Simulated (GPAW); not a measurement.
# CdSe (F-43m) in GPAW: settings compared, part 2 of 2

GPAW 26.7.0. Earlier steps stand in the parts before.

## Step 4: Dielectric tensor, PBE

This run uses another cell than the first one, of 27.78 Å³/atom, 1.021 times its volume.

run.py reads:

```python
import numpy as np
from ase import Atoms
from ase.dft.bandgap import bandgap
from ase.io import write
from gpaw import GPAW, PW
from gpaw.response.df import DielectricFunction

atoms = Atoms(['Cd', 'Se'],
              cell=[[0.0, 3.0287759606, 3.0287759606],
                    [3.0287759606, 0.0, 3.0287759606],
                    [3.0287759606, 3.0287759606, 0.0]],
              scaled_positions=[[0.0, 0.0, 0.0],
                                [0.25, 0.25, 0.25]],
              pbc=True)

calc = GPAW(mode=PW(400),
            xc='PBE',
            kpts={'size': (6, 6, 6), 'gamma': True},
            occupations={'name': 'fermi-dirac', 'width': 0.001},
            nbands=18,
            convergence={'density': 1e-06},
            maxiter=150,
            txt='gpaw.txt')
atoms.calc = calc
energy = atoms.get_potential_energy()
calc.write('gs.gpw')
write('result.traj', atoms)
print(f'Energy: {energy:.6f} eV')
print('Fermi level:', round(calc.get_fermi_level(), 4), 'eV')
print(f'Gap: {bandgap(calc)[0]:.4f} eV, direct: {bandgap(calc, direct=True)[0]:.4f} eV')

for size in [(19, 19, 19)]:
    name = 'x'.join(str(n) for n in size)
    dense = calc.fixed_density(kpts={'size': size, 'gamma': True},
                               nbands=35, convergence={'bands': 29, 'eigenstates': 1e-7},
                               update_fermi_level=True, txt=f'dense-{name}.txt')
    dense.write(f'{name}.gpw', mode='all')
    df = DielectricFunction(f'{name}.gpw', frequencies=np.array([0.0]), hilbert=False, eta=0.001,
                            ecut=80, nbands=29, intraband=False, txt=f'df-{name}.txt')
    for xc in ['RPA']:
        for direction in ['x', 'y', 'z', [0, 1, 1], [1, 0, 1], [1, 1, 0]]:
            e0, e = df.get_macroscopic_dielectric_constant(xc=xc, direction=direction)
            print(f'{name} {xc} {direction}: {e0:.4f} without, {e:.4f} with local fields')
```

Potentials or basis: GPAW PAW data sets (gpaw-data 1.2.1), pw.

The run is started by

```sh
$ OMP_NUM_THREADS=1 python run.py
```

gpaw.txt:

```text
__  _  _
 | _ |_)|_||  |
 |__||  | ||/\| - 26.7.0

Input parameters:
  mode=PW(ecut=400.0),
  convergence={'density': 1e-06},
  kpts=MonkhorstPack(size=(6, 6, 6), gamma=True),
  maxiter=150,
  nbands=18,
  occupations=Occupations(name='fermi-dirac', width=0.001),
  xc=XC(name='PBE')

Diagonalizing LCAO Hamiltonian
Converting LCAO to pw mode

            Se

       Cd

Atoms  # Å, Bohr magnetons
|   | symbol |        x |        y |        z |    initial magnetic moments |
|---|--------|----------|----------|----------|-----------------------------|
| 0 |     Cd | 0.000000 | 0.000000 | 0.000000 | ( 0.0000,  0.0000,  0.0000) |
| 1 |     Se | 1.514388 | 1.514388 | 1.514388 | ( 0.0000,  0.0000,  0.0000) |

Unit cell  # Å
| periodic |        x |        y |        z |  lengths |    angles |
|----------|----------|----------|----------|----------|-----------|
|      yes | 0.000000 | 3.028776 | 3.028776 | 4.283336 | 60.000000 |
|      yes | 3.028776 | 0.000000 | 3.028776 | 4.283336 | 60.000000 |
|      yes | 3.028776 | 3.028776 | 0.000000 | 4.283336 | 60.000000 |

Number of symmetries: 24
Symmetry operations  # r_c * U_cc + t_c -> r_c
|    | kind |            matrix            |
|----|------|------------------------------|
|  0 |  E   |  1, 0, 0,  0, 1, 0,  0, 0, 1 |
|  1 |  σ   |  1, 0, 0,  0, 0, 1,  0, 1, 0 |
|  2 |  σ   |  1, 0,-1,  0, 1,-1,  0, 0,-1 |
|  3 |  C3  |  1, 0,-1,  0, 0,-1,  0, 1,-1 |
|  4 |  C3  |  1,-1, 0,  0,-1, 1,  0,-1, 0 |
|  5 |  σ   |  1,-1, 0,  0,-1, 0,  0,-1, 1 |
|  6 |  σ   |  0, 1, 0,  1, 0, 0,  0, 0, 1 |
|  7 |  C3  |  0, 1, 0,  0, 0, 1,  1, 0, 0 |
|  8 |  C2  |  0, 1,-1,  1, 0,-1,  0, 0,-1 |
|  9 |  S4  |  0, 1,-1,  0, 0,-1,  1, 0,-1 |
| 10 |  C3  |  0, 0, 1,  1, 0, 0,  0, 1, 0 |
| 11 |  σ   |  0, 0, 1,  0, 1, 0,  1, 0, 0 |
| 12 |  S4  |  0, 0,-1,  1, 0,-1,  0, 1,-1 |
| 13 |  C3  |  0, 0,-1,  0, 1,-1,  1, 0,-1 |
| 14 |  S4  |  0,-1, 1,  1,-1, 0,  0,-1, 0 |
| 15 |  C2  |  0,-1, 1,  0,-1, 0,  1,-1, 0 |
| 16 |  C3  |  0,-1, 0,  1,-1, 0,  0,-1, 1 |
| 17 |  S4  |  0,-1, 0,  0,-1, 1,  1,-1, 0 |
| 18 |  S4  | -1, 1, 0, -1, 0, 1, -1, 0, 0 |
| 19 |  C3  | -1, 1, 0, -1, 0, 0, -1, 0, 1 |
| 20 |  C3  | -1, 0, 1, -1, 1, 0, -1, 0, 0 |
| 21 |  S4  | -1, 0, 1, -1, 0, 0, -1, 1, 0 |
| 22 |  σ   | -1, 0, 0, -1, 1, 0, -1, 0, 1 |
| 23 |  C2  | -1, 0, 0, -1, 0, 1, -1, 1, 0 |

BZ-sampling:
  Number of BZ points: 216
  Number of IBZ points: 16

  Monkhorst-Pack size: [6, 6, 6]
  Monkhorst-Pack shift: [0.08333333333333333, 0.08333333333333333, 0.08333333333333333]

K-points  # in reciprocal-cell coordinates
|     |                                coordinates |     weight |
|-----|--------------------------------------------|------------|
|   0 | (  0.00000000,   0.00000000,   0.00000000) | 0.00462963 |
|   1 | (  0.16666667,   0.16666667,   0.00000000) | 0.02777778 |
|   2 | (  0.16666667,   0.16666667,   0.16666667) | 0.03703704 |
|   3 | (  0.33333333,   0.16666667,   0.16666667) | 0.05555556 |
|   4 | (  0.33333333,   0.33333333,  -0.33333333) | 0.05555556 |
|   5 | (  0.33333333,   0.33333333,   0.00000000) | 0.02777778 |
|   6 | (  0.33333333,   0.33333333,   0.16666667) | 0.11111111 |
|   7 | (  0.33333333,   0.33333333,   0.33333333) | 0.03703704 |
|   8 | (  0.50000000,   0.33333333,  -0.33333333) | 0.11111111 |
|   9 | (  0.50000000,   0.33333333,  -0.16666667) | 0.05555556 |
| ... |                                            |            |
|  15 | (  0.50000000,   0.50000000,   0.50000000) | 0.01851852 |

Plane wave coefficients: 1019
Cutoff: 400.0 eV

Spin-components: 1 (collinear spins)
Bands:           18
Projectors:      11
Spin-degeneracy: 2
Datatype:        complex128

Parallelization:
  kpt:    1
  domain: 1
  band:   1

Density:
  Valence electrons: 18.0
  Components: 1
  Grid points: [20 20 20]
  Charge: 0.0  # |e|

Potential:
  Grid points: [20 20 20]

species:
  Cd:
    name:    Cadmium
    Z:       48.0
    valence: 12
    core:    36
    charge:  0.0  # [|e|]
    compensation charges:
      type: gauss
      rc: 0.38  # [Å]
      lmax: 2
    cutoffs:
      filter: 2.12  # [Å]
      core: 2.62  # [Å]
    projectors
    | kind |    occ | energy [eV] | rcut [Å] |
    |------|--------|-------------|----------|
    |   5s |  2.000 |      -5.655 |    1.191 |
    |   5p |  0.000 |      -1.186 |    1.228 |
    |   4d | 10.000 |     -11.739 |    1.164 |
    |    s |        |      21.556 |    1.191 |
    |    p |        |      26.026 |    1.228 |
    |    d |        |      15.473 |    1.164 |

    Using partial waves for Cd as LCAO basis

  Se:
    name:    Selenium
    Z:       34.0
    valence: 6
    core:    28
    charge:  0.0  # [|e|]
    compensation charges:
      type: gauss
      rc: 0.27  # [Å]
      lmax: 2
    cutoffs:
      filter: 1.77  # [Å]
      core: 2.67  # [Å]
    projectors
    | kind |    occ | energy [eV] | rcut [Å] |
    |------|--------|-------------|----------|
    |   4s |  2.000 |     -17.277 |    0.847 |
    |   4p |  4.000 |      -6.512 |    1.005 |
    |    s |        |       9.935 |    0.847 |
    |    p |        |      20.699 |    1.005 |
    |    d |        |       0.000 |    0.847 |

    Using partial waves for Se as LCAO basis

Reference energy: -218276.650467  # eV

eigensolver:
  PPCG
  Converge bands: occupied
  niter=2

density mixing:
  MSR1-Mixer
  Pratt-step length: 0.05
  Maximum mixing coefficient: 0.75
  Old densities: 10
  SVD Regularization: 0.005
  Good broyden scale: 1.0
  Trust region scale: 1.0
  Backstep threshold: 4.0
  History deletion threshold: 6.0
  Fourier metric: weight=20.0, sigma=0.015

occupation numbers:
  Fermi-Dirac:
    width: 0.0010  # eV

poisson solver:
  ecut: 3200.0  # eV

xc functional:
  name: PBE with 2 nearest neighbor stencil

convergence criteria:
- Maximum integral of absolute [dens]ity change: 1e-06 electrons / valence electron
- Maximum [total energy] change in last 3 cyles: 0.0005 eV / valence electron
- Maximum integral of absolute [eigenst]ate change: 4e-08 eV^2 / valence electron
maximum number of iterations: 150

SCF iterations
|iter     | |      energy | eigst |  dens |
|---------|-|-------------|-------|-------|
|iter:   1| |   -5.896734 | -0.69 |       |
|iter:   2| |   -5.820112 | -2.61 | -1.18 |
|iter:   3| |   -5.543509 | -1.69 | -1.22 |
|iter:   4| |   -5.542184 | -3.51 | -1.80 |
|iter:   5| |   -5.541834c| -3.97 | -2.25 |
|iter:   6| |   -5.541858c| -5.38 | -2.99 |
|iter:   7| |   -5.541861c| -6.72 | -3.55 |
|iter:   8| |   -5.541861c| -7.71c| -4.63 |
|iter:   9| |   -5.541861c| -8.09c| -5.06 |
|iter:  10| |   -5.541861c| -8.68c| -6.00 |
|iter:  11| |   -5.541861c| -9.06c| -6.40c|

Converged in 11 steps
Energy contributions relative to reference atoms: (reference = -218276.650467)

Energy contributions:
  Kinetic:          21.750297
  Coulomb:         -19.539072
  Zero:              0.116033
  External:          0.000000
  Xc:               -7.869119
  Entropy:          -0.000000
  Spinorbit:         0.000000
  ----------------------------
  Free energy:      -5.541861
  Extrapolated:     -5.541861

dipole moment: (-23.237302, -23.237302, -23.237302)  # |e|*Ang

Fermi level: 3.833
Eigenvalues  # (at kpt = [0.000, 0.000, 0.000])
| band index |      eig [eV] | occ [0-2] |
|------------|---------------|-----------|
|          0 |        -8.894 |     2.000 |
|          1 |        -4.162 |     2.000 |
|          2 |        -4.162 |     2.000 |
|          3 |        -4.162 |     2.000 |
|          4 |        -3.770 |     2.000 |
|          5 |        -3.770 |     2.000 |
[... 10 lines left out ...]
|         16 |        15.863 |     0.000 |
|         17 |        15.863 |     0.000 |

Gap: 0.623 eV
Transition (v -> c):
  (s=0, k=0, n=8, [0.00, 0.00, 0.00]) -> (s=0, k=0, n=9, [0.00, 0.00, 0.00])
No difference between direct/indirect transitions
# Writing to gs.gpw (mode='')
```

Wall time 95 s (1 thread of AMD EPYC 7B13 (Zen 3), shared host); peak memory 0.45 GiB.

What came out:

| Property | Result |
| --- | --- |
| Free energy | -5.5419 eV |
| Band gap on the k mesh | 0.62 eV, direct |
| Electronic dielectric tensor (diagonal) | 7.31 |

Electronic dielectric tensor:
```
7.31 0.00 0.00
0.00 7.31 0.00
0.00 0.00 7.31
```

Caveat: the gap is small at this level, which inflates the dielectric constant; the long-wavelength limit can be off by several per cent where d states take part; an odd mesh through Γ misses points on the zone boundary, where band edges often lie.
